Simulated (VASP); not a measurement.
Crystal: GaAs.

```
CELL_PARAMETERS angstrom
0.00000 2.83140 2.83140
2.83140 0.00000 2.83140
2.83140 2.83140 0.00000
ATOMIC_POSITIONS crystal
Ga 0.00000 0.00000 0.00000
As 0.25000 0.25000 0.25000
```

Base run:

* Program: VASP 6.6.1
* Functional: TB-mBJ
* Potentials or basis: VASP PAW PBE potentials, release 64 (Ga_d, As)
* Cutoff: 520 eV
* k mesh: 10 × 10 × 10
* Occupations: gaussian, width 0.03 eV
* Spin: no spin polarisation

Its results: band gap on the k mesh 1.55 eV, direct.

**Question.** The run is repeated on the same cell with these changes: functional from TB-mBJ to PBE; further incar settings from ALGO = Normal; EDIFF = 1e-06; NBANDS = 16 to ALGO = Normal; EDIFF = 1e-06; NBANDS = 41. What comes out?

**Answer.** Band gap on the k mesh 0.48 eV, direct.
